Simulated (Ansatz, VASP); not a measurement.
# Two plane-wave programs on F

File INCAR:

```
PREC     = Accurate       # precision mode
ENCUT    = 520            # plane-wave cutoff, eV
EDIFF    = 1E-6           # SCF threshold, eV
ISMEAR   = 0              # smearing method
SIGMA    = 0.01           # smearing width, eV
LREAL    = False          # projectors in reciprocal space
LASPH    = True           # aspherical terms in the spheres
NELM     = 100            # most SCF steps
ALGO     = Normal         # electronic algorithm
ISIF     = 2              # what is computed and relaxed
LWAVE    = False          # write WAVECAR
LCHARG   = False          # write CHGCAR
GGA      = PE             # functional
NBANDS   = 22             # bands
```

KPOINTS

```
Automatic mesh
0
Gamma
  10 10 4
```

POSCAR

```
F
1.0
    2.6008699505     -1.4917102640     -0.0066520274
    2.6008699505      1.4917102640     -0.0066520274
   -2.0793978306      0.0000000000      6.7794329982
F
4
Direct
    0.5053997825      0.5053997825      0.4025791772
    0.0852958780      0.0852958780      0.0971246484
    0.4946002175      0.4946002175      0.5974208228
    0.9147041220      0.9147041220      0.9028753516
```

Input for Ansatz:

```yaml
crystal:
  lattice:
    - [2.6008699505, -1.491710264, -0.0066520274]
    - [2.6008699505, 1.491710264, -0.0066520274]
    - [-2.0793978306, 0.0, 6.7794329982]
  atoms:
    - { symbol: F, position: [0.5053997825, 0.5053997825, 0.4025791772] }
    - { symbol: F, position: [0.085295878, 0.085295878, 0.0971246484] }
    - { symbol: F, position: [0.4946002175, 0.4946002175, 0.5974208228] }
    - { symbol: F, position: [0.914704122, 0.914704122, 0.9028753516] }
kpoints:
  mp_grid: { grid: [10, 10, 4] }
  band_path:
    path:
      - [0.0, 0.0, 0.0]
      - [-0.340115949, 0.340115949, 0.0]
      - [-0.659884051, -0.340115949, 0.0]
      - [-0.5, -0.5, 0.0]
      - [-0.5, -0.5, 0.5]
      - [-0.6794301095, -0.3205698905, 0.5]
      - [-0.3205698905, 0.3205698905, 0.5]
      - [0.0, 0.0, 0.5]
      - [-0.5, 0.0, 0.5]
    npoints: 1
hamiltonian:
  xc: pbe
scf:
  occupations: { method: fixed }
  n_extra_bands: 5
output:
  forces: true
  stress: true
  eigenvalues: true
```

Alike in both runs: task single point; functional PBE; k mesh 10 × 10 × 4; no spin polarisation.

```csv
,VASP,Ansatz
version,VASP 6.6.1,Ansatz 0.2.0
potentials or method,"VASP PAW PBE potentials, release 64 (F)","plane waves, PAW"
plane-wave cutoff (eV),520,420
occupations,"gaussian, width 0.01 eV",fixed
valence electrons in the cell,28,28
```

|  | VASP | Ansatz | Ansatz less VASP |
| --- | --- | --- | --- |
| gap on the k mesh at the Fermi level (eV) | 2.61 | 2.68 | +0.071 |
| pressure (GPa) | 5.1 | 4.6 | -0.50 |
| largest component of the traceless stress (GPa) | 4.33 | 2.42 | -1.911 |
| rms of the force components (eV/Å) | 0.573 | 0.338 | -0.2351 |

Atom by atom the forces differ by 0.235 eV/Å (rms over components).

A k mesh can miss the band edges. PBE gaps usually lie below the measured ones, often by a third to a half.
